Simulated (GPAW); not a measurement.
# GaSb (F-43m) in GPAW: a series of runs

The runs below take GaSb through band structure, equation of state, with C09-vdW, SCAN, PBE, revPBE+D3, TPSS+D3(BJ).

All numbers are computed with GPAW 26.7.0; they aren't measurements. Logs are shortened: lines on timing, memory, paths and dates and some standing lists are left out, and cuts for length are marked. The log counts tension as positive stress, the text compression.

**What was measured.**

From a printed reference work, data compilation, for a bulk crystal of GaSb at 4.2 K: band gap 0.811 eV (direct).

The runs below are set against these values where they give the same quantity.

### 1 Starting point

It takes space group F-43m (No. 216, cubic). Conventional cell: a = 6.118 Å, b = 6.118 Å, c = 6.118 Å, α = 90.00°, β = 90.00°, γ = 90.00°. Around Sb (site symmetry -43m) lie 4 Ga at 2.65 Å. Ga (site symmetry -43m) is surrounded by 4 Sb at 2.65 Å.

### 2 Band structure, C09-vdW, spin-orbit coupling, no magnetisation

File run.py:

```python
import numpy as np
from ase.dft.bandgap import bandgap
from ase.io import read, write
from gpaw import GPAW, PW
from gpaw.spinorbit import soc_eigenstates

atoms = read('POSCAR')

calc = GPAW(mode=PW(600),
            xc={'name': 'C09-vdW', 'backend': 'libvdwxc'},
            kpts={'size': (6, 6, 6), 'gamma': True},
            occupations={'name': 'fermi-dirac', 'width': 0.05},
            nbands=18,
            convergence={'density': 1e-05, 'energy': 1e-05},
            maxiter=150,
            txt='gpaw.txt')
atoms.calc = calc
energy = atoms.get_potential_energy()
forces = atoms.get_forces()
calc.write('gs.gpw')
write('result.traj', atoms)
print(f'Energy: {energy:.6f} eV')
print('Forces (eV/A):')
print(forces.round(4))
print('Fermi level:', round(calc.get_fermi_level(), 4), 'eV')
print(f'Gap: {bandgap(calc)[0]:.4f} eV, direct: {bandgap(calc, direct=True)[0]:.4f} eV')

path = atoms.cell.bandpath('GXWKGLUWLK,UX', npoints=80, eps=1e-4)
bs_calc = calc.fixed_density(kpts=path, symmetry='off', nbands=30,
                             convergence={'bands': 'CBM+6.0', 'eigenstates': 1e-6}, txt='bands.txt')
bs = bs_calc.band_structure()
bs.write('bs.json')
print(f'Gap on the path: {bandgap(bs_calc)[0]:.4f} eV')

soc = soc_eigenstates(bs_calc, theta=90, phi=0)
np.savetxt('soc_bands.dat', soc.eigenvalues(), fmt='%.4f')
mesh = soc_eigenstates('gs.gpw', theta=90, phi=0)
np.savetxt('soc_mesh.dat', mesh.eigenvalues(), fmt='%.4f')
print('Fermi level with spin-orbit coupling:', round(mesh.fermi_level, 4), 'eV')
```

File POSCAR:

```
GaSb
1.0
    0.0000000000      3.0590000000      3.0590000000
    3.0590000000      0.0000000000      3.0590000000
    3.0590000000      3.0590000000      0.0000000000
Sb Ga
1 1
Direct
    0.7500000000      0.7500000000      0.7500000000
    0.0000000000      0.0000000000      0.0000000000
```

Potentials or basis: GPAW PAW data sets (gpaw-data 1.2.1), pw.

Launch:

```console
OMP_NUM_THREADS=1 python run.py
```

gpaw.txt:

```text
__  _  _
 | _ |_)|_||  |
 |__||  | ||/\| - 26.7.0

Input parameters:
  mode=PW(ecut=600.0),
  convergence={'density': 1e-05, 'energy': 1e-05},
  kpts=MonkhorstPack(size=(6, 6, 6), gamma=True),
  maxiter=150,
  nbands=18,
  occupations=Occupations(name='fermi-dirac', width=0.05),
  xc=XC(name='C09-vdW', backend='libvdwxc')

Diagonalizing LCAO Hamiltonian
Converting LCAO to pw mode

                     Sb

       Ga

Atoms  # Å, Bohr magnetons
|   | symbol |        x |        y |        z |    initial magnetic moments |
|---|--------|----------|----------|----------|-----------------------------|
| 0 |     Sb | 4.588500 | 4.588500 | 4.588500 | ( 0.0000,  0.0000,  0.0000) |
| 1 |     Ga | 0.000000 | 0.000000 | 0.000000 | ( 0.0000,  0.0000,  0.0000) |

Unit cell  # Å
| periodic |        x |        y |        z |  lengths |    angles |
|----------|----------|----------|----------|----------|-----------|
|      yes | 0.000000 | 3.059000 | 3.059000 | 4.326079 | 60.000000 |
|      yes | 3.059000 | 0.000000 | 3.059000 | 4.326079 | 60.000000 |
|      yes | 3.059000 | 3.059000 | 0.000000 | 4.326079 | 60.000000 |

Number of symmetries: 24
Symmetry operations  # r_c * U_cc + t_c -> r_c
|    | kind |            matrix            |
|----|------|------------------------------|
|  0 |  E   |  1, 0, 0,  0, 1, 0,  0, 0, 1 |
|  1 |  σ   |  1, 0, 0,  0, 0, 1,  0, 1, 0 |
|  2 |  σ   |  1, 0,-1,  0, 1,-1,  0, 0,-1 |
|  3 |  C3  |  1, 0,-1,  0, 0,-1,  0, 1,-1 |
|  4 |  C3  |  1,-1, 0,  0,-1, 1,  0,-1, 0 |
|  5 |  σ   |  1,-1, 0,  0,-1, 0,  0,-1, 1 |
|  6 |  σ   |  0, 1, 0,  1, 0, 0,  0, 0, 1 |
|  7 |  C3  |  0, 1, 0,  0, 0, 1,  1, 0, 0 |
|  8 |  C2  |  0, 1,-1,  1, 0,-1,  0, 0,-1 |
|  9 |  S4  |  0, 1,-1,  0, 0,-1,  1, 0,-1 |
| 10 |  C3  |  0, 0, 1,  1, 0, 0,  0, 1, 0 |
| 11 |  σ   |  0, 0, 1,  0, 1, 0,  1, 0, 0 |
| 12 |  S4  |  0, 0,-1,  1, 0,-1,  0, 1,-1 |
| 13 |  C3  |  0, 0,-1,  0, 1,-1,  1, 0,-1 |
| 14 |  S4  |  0,-1, 1,  1,-1, 0,  0,-1, 0 |
| 15 |  C2  |  0,-1, 1,  0,-1, 0,  1,-1, 0 |
| 16 |  C3  |  0,-1, 0,  1,-1, 0,  0,-1, 1 |
| 17 |  S4  |  0,-1, 0,  0,-1, 1,  1,-1, 0 |
| 18 |  S4  | -1, 1, 0, -1, 0, 1, -1, 0, 0 |
| 19 |  C3  | -1, 1, 0, -1, 0, 0, -1, 0, 1 |
| 20 |  C3  | -1, 0, 1, -1, 1, 0, -1, 0, 0 |
| 21 |  S4  | -1, 0, 1, -1, 0, 0, -1, 1, 0 |
| 22 |  σ   | -1, 0, 0, -1, 1, 0, -1, 0, 1 |
| 23 |  C2  | -1, 0, 0, -1, 0, 1, -1, 1, 0 |

BZ-sampling:
  Number of BZ points: 216
  Number of IBZ points: 16

  Monkhorst-Pack size: [6, 6, 6]
  Monkhorst-Pack shift: [0.08333333333333333, 0.08333333333333333, 0.08333333333333333]

K-points  # in reciprocal-cell coordinates
|     |                                coordinates |     weight |
|-----|--------------------------------------------|------------|
|   0 | (  0.00000000,   0.00000000,   0.00000000) | 0.00462963 |
|   1 | (  0.16666667,   0.16666667,   0.00000000) | 0.02777778 |
|   2 | (  0.16666667,   0.16666667,   0.16666667) | 0.03703704 |
|   3 | (  0.33333333,   0.16666667,   0.16666667) | 0.05555556 |
|   4 | (  0.33333333,   0.33333333,  -0.33333333) | 0.05555556 |
|   5 | (  0.33333333,   0.33333333,   0.00000000) | 0.02777778 |
|   6 | (  0.33333333,   0.33333333,   0.16666667) | 0.11111111 |
|   7 | (  0.33333333,   0.33333333,   0.33333333) | 0.03703704 |
|   8 | (  0.50000000,   0.33333333,  -0.33333333) | 0.11111111 |
|   9 | (  0.50000000,   0.33333333,  -0.16666667) | 0.05555556 |
| ... |                                            |            |
|  15 | (  0.50000000,   0.50000000,   0.50000000) | 0.01851852 |

Plane wave coefficients: 1932
Cutoff: 600.0 eV

Spin-components: 1 (collinear spins)
Bands:           18
Projectors:      11
Spin-degeneracy: 2
Datatype:        complex128

Parallelization:
  kpt:    1
  domain: 1
  band:   1

Density:
  Valence electrons: 18.0
  Components: 1
  Grid points: [25 25 25]
  Charge: 0.0  # |e|

Potential:
  Grid points: [25 25 25]

species:
  Sb:
    name:    Antimony
    Z:       51.0
    valence: 15
    core:    36
    charge:  0.0  # [|e|]
    compensation charges:
      type: gauss
      rc: 0.36  # [Å]
      lmax: 2
    cutoffs:
      filter: 2.23  # [Å]
      core: 2.23  # [Å]
    projectors
    | kind |    occ | energy [eV] | rcut [Å] |
    |------|--------|-------------|----------|
    |   5s |  2.000 |     -12.815 |    1.154 |
    |   5p |  3.000 |      -4.830 |    1.233 |
    |   4d | 10.000 |     -33.514 |    1.196 |
    |    s |        |      14.396 |    1.154 |
    |    p |        |      22.381 |    1.233 |
    |    d |        |      -6.303 |    1.196 |

    Using partial waves for Sb as LCAO basis

  Ga:
    name:    Gallium
    Z:       31.0
    valence: 3
    core:    28
    charge:  0.0  # [|e|]
    compensation charges:
      type: gauss
      rc: 0.37  # [Å]
      lmax: 2
    cutoffs:
      filter: 2.06  # [Å]
      core: 4.17  # [Å]
    projectors
    | kind |    occ | energy [eV] | rcut [Å] |
    |------|--------|-------------|----------|
    |   4s |  2.000 |      -8.945 |    1.164 |
    |   4p |  1.000 |      -2.580 |    1.164 |
    |    s |        |      18.266 |    1.164 |
    |    p |        |      24.631 |    1.164 |
    |    d |        |       0.000 |    1.164 |

    Using partial waves for Ga as LCAO basis

Reference energy: -229166.229777  # eV

eigensolver:
  PPCG
  Converge bands: occupied
  niter=2

density mixing:
  MSR1-Mixer
  Pratt-step length: 0.05
  Maximum mixing coefficient: 0.75
  Old densities: 10
  SVD Regularization: 0.005
  Good broyden scale: 1.0
  Trust region scale: 1.0
  Backstep threshold: 4.0
  History deletion threshold: 6.0
  Fourier metric: weight=20.0, sigma=0.015

occupation numbers:
  Fermi-Dirac:
    width: 0.0500  # eV

poisson solver:
  ecut: 4800.0  # eV

xc functional:
  name: vdW-C09 with libvdwxc
  Mode: serial
  Semilocal: GGA_X_C09X+LDA_C_PW with 2 nearest neighbor stencil
  Corresponding non-local functional: vdW-DF
  Local blocksize: 50 x 50 x 50
  PAW datasets: PBE

convergence criteria:
- Maximum integral of absolute [dens]ity change: 1e-05 electrons / valence electron
- Maximum [total energy] change in last 3 cyles: 1e-05 eV / valence electron
- Maximum integral of absolute [eigenst]ate change: 4e-08 eV^2 / valence electron
maximum number of iterations: 150

SCF iterations
|iter     | |      energy | eigst |  dens |
|---------|-|-------------|-------|-------|
|iter:   1| |   74.305464 | +0.23 |       |
|iter:   2| |   74.303202 | -2.03 | -1.30 |
|iter:   3| |   74.326678 | -2.43 | -1.32 |
|iter:   4| |   74.326198 | -3.15 | -1.88 |
|iter:   5| |   74.326029 | -4.55 | -2.67 |
|iter:   6| |   74.326001 | -5.35 | -3.16 |
|iter:   7| |   74.326000c| -6.74 | -4.05 |
|iter:   8| |   74.326000c| -7.70c| -4.59 |
|iter:   9| |   74.326000c| -8.28c| -5.16c|

Converged in 9 steps
Energy contributions relative to reference atoms: (reference = -229166.229777)

Energy contributions:
  Kinetic:          10.827116
  Coulomb:          -9.247378
  Zero:              0.021271
  External:          0.000000
  Xc:               72.725506
  Entropy:          -0.001032
  Spinorbit:         0.000000
  ----------------------------
  Free energy:      74.325484
  Extrapolated:     74.326000

dipole moment: (-11.010455, -11.010455, -11.010455)  # |e|*Ang

Fermi level: 4.872
Eigenvalues  # (at kpt = [0.000, 0.000, 0.000])
| band index |      eig [eV] | occ [0-2] |
|------------|---------------|-----------|
|          0 |       -24.109 |     2.000 |
|        ... |               |           |
|          2 |       -24.109 |     2.000 |
|          3 |       -24.090 |     2.000 |
|          4 |       -24.090 |     2.000 |
|          5 |        -6.660 |     2.000 |
|          6 |         4.801 |     1.613 |
|          7 |         4.801 |     1.613 |
[... 8 lines left out ...]
|         16 |        14.214 |     0.000 |
|         17 |        14.214 |     0.000 |

No gap
No difference between direct/indirect transitions

Forces  # eV/Ang
|       x |       y |       z |
|---------|---------|---------|
| 0.00000 | 0.00000 | 0.00000 |  # Sb   0
| 0.00000 | 0.00000 | 0.00000 |  # Ga   1

# Writing to gs.gpw (mode='')
```

It took 47 s on 1 thread of Arm Neoverse V1, shared host; peak memory 0.33 GiB.

Results:

```
Free energy             : 74.3255 eV
Band gap along the path : none (metal or under the smearing width)
```

Levels at the corners of the path, in eV from the Fermi level:
| point | band 15 | band 16 | band 17 | band 18 | band 19 | band 20 | band 21 | band 22 |
| --- | --- | --- | --- | --- | --- | --- | --- | --- |
| Γ | -0.18 | -0.18 | 0.02 | 0.02 | 0.02 | 0.02 | 2.38 | 2.38 |
| X | -2.97 | -2.97 | -2.68 | -2.68 | 0.62 | 0.62 | 0.92 | 0.92 |
| W | -3.84 | -3.48 | -3.37 | -3.35 | 3.19 | 3.63 | 4.00 | 4.06 |
| K | -4.01 | -3.78 | -2.44 | -2.42 | 1.09 | 1.12 | 3.52 | 3.67 |
| Γ | -0.18 | -0.18 | 0.02 | 0.02 | 0.02 | 0.02 | 2.38 | 2.38 |
| L | -1.63 | -1.63 | -1.17 | -1.17 | 0.15 | 0.15 | 3.42 | 3.42 |
| U | -4.01 | -3.78 | -2.44 | -2.42 | 1.09 | 1.12 | 3.52 | 3.67 |
| W | -3.84 | -3.48 | -3.37 | -3.35 | 3.19 | 3.63 | 4.00 | 4.06 |
| L | -1.63 | -1.63 | -1.17 | -1.17 | 0.15 | 0.15 | 3.42 | 3.42 |
| K | -4.01 | -3.78 | -2.44 | -2.42 | 1.09 | 1.12 | 3.52 | 3.67 |
| U | -4.01 | -3.78 | -2.44 | -2.42 | 1.09 | 1.12 | 3.52 | 3.67 |
| X | -2.97 | -2.97 | -2.68 | -2.68 | 0.62 | 0.62 | 0.92 | 0.92 |

Caveat: spin-orbit coupling was added after a scalar SCF, so levels and gaps hold it while energy, forces, pressure and moments don't; this program's spin-orbit splittings come out too wide for heavy elements; the PAW data sets were made with another functional, which shifts forces and pressure a little; this crystal is a semiconductor, whose small gap the functional closes, so the metal is an error of the method.

### 3 Band structure, SCAN, spin-orbit coupling, no magnetisation

Edit run.py of step 2 so:

```diff
@@ -2,3 +2,5 @@
 from ase.dft.bandgap import bandgap
-from ase.io import read, write
+from ase.io import write
+from ase.spacegroup import crystal
+from ase.units import GPa
 from gpaw import GPAW, PW
@@ -6,6 +8,13 @@
 
-atoms = read('POSCAR')
+# Sb 4c
+# Ga 4a
+atoms = crystal(['Sb', 'Ga'],
+                basis=[[0.25, 0.25, 0.25],
+                       [0.0, 0.0, 0.0]],
+                spacegroup=216, setting=1,  # F-43m
+                cellpar=[6.118, 6.118, 6.118, 90.0, 90.0, 90.0],
+                primitive_cell=True)
 
 calc = GPAW(mode=PW(600),
-            xc={'name': 'C09-vdW', 'backend': 'libvdwxc'},
+            xc='MGGA_X_SCAN+MGGA_C_SCAN',
             kpts={'size': (6, 6, 6), 'gamma': True},
@@ -19,2 +28,3 @@
 forces = atoms.get_forces()
+stress = atoms.get_stress()
 calc.write('gs.gpw')
@@ -24,2 +34,3 @@
 print(forces.round(4))
+print('Stress (GPa):', (stress / GPa).round(3))
 print('Fermi level:', round(calc.get_fermi_level(), 4), 'eV')
@@ -34,5 +45,5 @@
 
-soc = soc_eigenstates(bs_calc, theta=90, phi=0)
+soc = soc_eigenstates(bs_calc, theta=0, phi=0, ignore_xc_potential=True)
 np.savetxt('soc_bands.dat', soc.eigenvalues(), fmt='%.4f')
-mesh = soc_eigenstates('gs.gpw', theta=90, phi=0)
+mesh = soc_eigenstates('gs.gpw', theta=0, phi=0, ignore_xc_potential=True)
 np.savetxt('soc_mesh.dat', mesh.eigenvalues(), fmt='%.4f')
```

Potentials or basis: GPAW PAW data sets (gpaw-data 1.2.1), pw.

Launch:

```console
OMP_NUM_THREADS=1 python run.py
```

gpaw.txt:

```text
__  _  _
 | _ |_)|_||  |
 |__||  | ||/\| - 26.7.0

Input parameters:
  mode=PW(ecut=600.0),
  convergence={'density': 1e-05, 'energy': 1e-05},
  kpts=MonkhorstPack(size=(6, 6, 6), gamma=True),
  maxiter=150,
  nbands=18,
  occupations=Occupations(name='fermi-dirac', width=0.05),
  xc=XC(name='MGGA_X_SCAN+MGGA_C_SCAN')

Diagonalizing LCAO Hamiltonian
Converting LCAO to pw mode

            Sb

       Ga

Atoms  # Å, Bohr magnetons
|   | symbol |        x |        y |        z |    initial magnetic moments |
|---|--------|----------|----------|----------|-----------------------------|
| 0 |     Sb | 1.529500 | 1.529500 | 1.529500 | ( 0.0000,  0.0000,  0.0000) |
| 1 |     Ga | 0.000000 | 0.000000 | 0.000000 | ( 0.0000,  0.0000,  0.0000) |

Unit cell  # Å
| periodic |        x |        y |        z |  lengths |    angles |
|----------|----------|----------|----------|----------|-----------|
|      yes | 0.000000 | 3.059000 | 3.059000 | 4.326079 | 60.000000 |
|      yes | 3.059000 | 0.000000 | 3.059000 | 4.326079 | 60.000000 |
|      yes | 3.059000 | 3.059000 | 0.000000 | 4.326079 | 60.000000 |
[... 177 lines left out ...]

Converged in 13 steps
Energy contributions relative to reference atoms: (reference = -229166.229777)

Energy contributions:
  Kinetic:           5.404124
  Coulomb:          -3.974895
  Zero:              0.004970
  External:          0.000000
  Xc:              -48.344586
  Entropy:          -0.001039
  Spinorbit:         0.000000
  ----------------------------
  Free energy:     -46.911425
  Extrapolated:    -46.910906

dipole moment: (-20.255816, -20.255816, -20.255816)  # |e|*Ang

Fermi level: 4.755
Eigenvalues  # (at kpt = [0.000, 0.000, 0.000])
| band index |      eig [eV] | occ [0-2] |
|------------|---------------|-----------|
|          0 |       -24.866 |     2.000 |
|        ... |               |           |
|          2 |       -24.866 |     2.000 |
|          3 |       -24.864 |     2.000 |
|          4 |       -24.864 |     2.000 |
|          5 |        -7.247 |     2.000 |
|          6 |         4.691 |     1.566 |
|          7 |         4.692 |     1.563 |
[... 8 lines left out ...]
|         16 |        14.668 |     0.000 |
|         17 |        14.668 |     0.000 |

No gap
No difference between direct/indirect transitions

Forces  # eV/Ang
|        x |       y |        z |
|----------|---------|----------|
| -0.00000 | 0.00000 | -0.00000 |  # Sb   0
|  0.00000 | 0.00000 | -0.00000 |  # Ga   1

Stress tensor  # eV/Ang^3
|        x |        y |        z |
|----------|----------|----------|
| 0.001716 | 0.000000 | 0.000000 |
| 0.000000 | 0.001716 | 0.000000 |
| 0.000000 | 0.000000 | 0.001716 |

# Writing to gs.gpw (mode='')
```

Wall time 2.3 min (1 thread of Arm Neoverse V1, shared host); peak memory 0.43 GiB.

What came out:

```
Free energy             : -46.9114 eV
Pressure                : -0.3 GPa
Band gap along the path : none (metal or under the smearing width)
```

Levels at the corners of the path, in eV from the Fermi level:
```tsv
point	band 15	band 16	band 17	band 18	band 19	band 20	band 21	band 22
Γ	-0.22	-0.22	0.00	0.00	0.00	0.00	2.48	2.48
X	-3.09	-3.09	-2.80	-2.80	0.78	0.78	1.07	1.07
W	-3.96	-3.59	-3.49	-3.46	3.42	3.87	4.26	4.29
K	-4.13	-3.90	-2.55	-2.53	1.25	1.27	3.74	3.90
Γ	-0.22	-0.22	0.00	0.00	0.00	0.00	2.48	2.48
L	-1.71	-1.71	-1.25	-1.25	0.20	0.20	3.61	3.61
U	-4.13	-3.90	-2.55	-2.53	1.25	1.27	3.74	3.90
W	-3.96	-3.59	-3.49	-3.46	3.42	3.87	4.26	4.29
L	-1.71	-1.71	-1.25	-1.25	0.20	0.20	3.61	3.61
K	-4.13	-3.90	-2.55	-2.53	1.25	1.27	3.74	3.90
U	-4.13	-3.90	-2.55	-2.53	1.25	1.27	3.74	3.90
X	-3.09	-3.09	-2.80	-2.80	0.78	0.78	1.07	1.07
```

Caveat: spin-orbit coupling was added after a scalar SCF, so levels and gaps hold it while energy, forces, pressure and moments don't; this program's spin-orbit splittings come out too wide for heavy elements; the PAW data sets were made with another functional, which shifts forces and pressure a little; this crystal is a semiconductor, whose small gap the functional closes, so the metal is an error of the method.

### 4 Equation of state, PBE

File run.py:

```python
from ase.eos import EquationOfState
from ase.io import Trajectory, read
from ase.units import GPa
from gpaw import GPAW

atoms = read('POSCAR')

traj = Trajectory('eos.traj', 'w')
volumes, energies = [], []
for x in [0.94, 0.96, 0.98, 1.0, 1.02, 1.04, 1.06]:
    a = atoms.copy()
    a.set_cell(atoms.cell * x**(1 / 3), scale_atoms=True)
    calc = GPAW(mode='lcao',
                h=0.18,
                basis='dz(dzp)',
                xc='PBE',
                kpts={'size': (6, 6, 6), 'gamma': True},
                occupations={'name': 'fermi-dirac', 'width': 0.05},
                convergence={'density': 1e-05, 'energy': 1e-05},
                maxiter=150,
                txt=f'eos-{x:.2f}.txt')
    a.calc = calc
    energies.append(a.get_potential_energy(force_consistent=True))
    volumes.append(a.get_volume())
    calc.write(f'eos-{x:.2f}.gpw')
    traj.write(a)
    print(f'{x:.2f} {volumes[-1]:10.4f} A^3 {energies[-1]:14.6f} eV', flush=True)

v0, e0, B = EquationOfState(volumes, energies, eos='birchmurnaghan').fit()
print(f'V0 = {v0:.4f} A^3, E0 = {e0:.6f} eV, B0 = {B / GPa:.2f} GPa')
```

POSCAR is that of step 2.

Potentials or basis: GPAW PAW data sets (gpaw-data 1.2.1), lcao:dz(dzp).

Launch:

```console
OMP_NUM_THREADS=1 python run.py
```

Wall time 62 s (1 thread of Arm Neoverse V1, shared host); peak memory 0.26 GiB.

These settings aren't checked as converged: the numbers below hold their error.

What came out:

| Property | Result |
| --- | --- |
| Equilibrium volume | 30.18 Å³/atom |
| Bulk modulus | 46 GPa |
| Pressure derivative of the bulk modulus | 4.2 (rough: it moves with the points fitted) |

Caveat: the real-space grid adds noise to forces; the basis of atomic orbitals isn't converged, which shifts pressures, moduli and gaps.

(Continued in part 2 of 2.)
